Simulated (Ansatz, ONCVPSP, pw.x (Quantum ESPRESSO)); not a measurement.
# Ga (Z = 31): does the ONCV potential hold in the solid?

- Element: Ga
- Generator: ONCVPSP 4.0.1
- Type: optimised norm-conserving Vanderbilt (ONCV)
- Functional: LDA (Perdew-Wang 92)
- Relativity: scalar-relativistic
- Frozen core: [Ar] 3d10
- Valence charge: 3
- Reference configuration: 4s1.5 4p1.5
- Partial waves: 4s: rc 1.80 bohr, ncon 4, nbas 7, qcut 3.3 1/bohr, 2 projectors, debl 1.8 Ha; 4p: rc 2.75 bohr, ncon 4, nbas 8, qcut 2.4 1/bohr, 2 projectors, debl 2.5 Ha; d scattering state at 0.36 Ha: rc 2.40 bohr, ncon 4, nbas 8, qcut 3.7 1/bohr, 2 projectors, debl 2.9 Ha
- Local potential: polynomial inside 1.50 bohr (lpopt 5, dvloc0 0 Ha)
- Core correction: Teter function, fcfact 3, rcfact 1.35

Crystal test: fcc Ga in pw.x 7.5, no spin, 14³ k-points, Fermi–Dirac smearing 0.01 Ry, cutoffs 80/320 Ry. The reference is all-electron LAPW (Ansatz 0.2.0) with the same functional, mesh and smearing; V0 and B0 come from Birch–Murnaghan fits to the pressures at five volumes. Errors are pseudo minus all-electron; Δ is the rms difference of the E(V) curves that follow from these fits, minima aligned, over ±6 % about the mean V0. Mesh and smearing are coarse, so the numbers serve the comparison and aren't converged zero-temperature values; the lattice is a test structure that the element need not adopt.

```tsv
V (Å³/atom)	P all-electron (GPa)	P pseudo (GPa)
16.293	3.76	-1.24
16.721	1.73	-2.91
17.150	-0.02	-4.33
17.579	-1.53	-5.55
18.008	-2.83	-6.58
```

All-electron: a0 = 4.093 Å (V0 = 17.15 Å³/atom), B0 = 65.0 GPa.

Pseudopotential: mean pressure error (GPa): -4.34. The pressure does not cross zero within the volumes sampled, so no fit is given. This is a poor potential for the solid.

Question: At the middle volume, how do free energy and pressure move when the wave cutoff is lowered (ecutrho kept at four times it)?

Answer:

| cutoff (Ry) | shift of F (meV/atom) | shift of P (GPa) |
| --- | --- | --- |
| 36 | +31.6 | +0.05 |
| 48 | +25.8 | -0.21 |
| 64 | +7.2 | -0.28 |

The run at the middle volume (104 k-points, 6 iterations) took about 10 s on one core of a shared host (Intel(R) Xeon(R) Platinum 8488C, 192 threads, 744 GiB, load 63).
